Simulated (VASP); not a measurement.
Write the native input for VASP 6.6.1 that does the following.

| Property | Result |
| --- | --- |
| Task | single point |
| Functional | PBE |
| Potentials or basis | VASP PAW PBE potentials, release 64 (Ga_d, Sb) |
| Cutoff | 400 eV |
| k mesh | 6 × 6 × 6 |
| Occupations | gaussian, width 0.02 eV |
| Spin | no spin polarisation |
| Further INCAR settings | ALGO = Normal; EDIFF = 1e-07 |

The structure of GaSb lies in POSCAR:

```
GaSb
1.0
    0.0000000000      3.0590000000      3.0590000000
    3.0590000000      0.0000000000      3.0590000000
    3.0590000000      3.0590000000      0.0000000000
Ga Sb
1 1
Direct
    0.0000000000      0.0000000000      0.0000000000
    0.2500000000      0.2500000000      0.2500000000
```

One way to write it, as run:

INCAR

```
PREC = Accurate
ENCUT = 400
EDIFF = 1E-7
ISMEAR = 0
SIGMA = 0.02
LREAL = F
LASPH = T
NELM = 80
ALGO = Normal
ISIF = 2
LWAVE = F
LCHARG = F
GGA = PE
```

KPOINTS

```
Automatic mesh
0
Gamma
  6 6 6
```

Potentials or basis: VASP PAW PBE potentials, release 64 (Ga_d, Sb).

Launch:

```console
$ cat potpaw_PBE.64/Ga_d/POTCAR potpaw_PBE.64/Sb/POTCAR > POTCAR
$ mpirun -np 1 vasp_std > vasp.out
```

It gave:

```
Pressure               : 2.2 GPa
Band gap on the k mesh : 0.03 eV, direct
```

Caveat: spin-orbit coupling is left out, which moves the levels of the heavy elements.

It took 9.9 s on 1 thread of Intel(R) Xeon(R) Platinum 8488C (Sapphire Rapids) (shared host), peak memory 0.15 GiB.
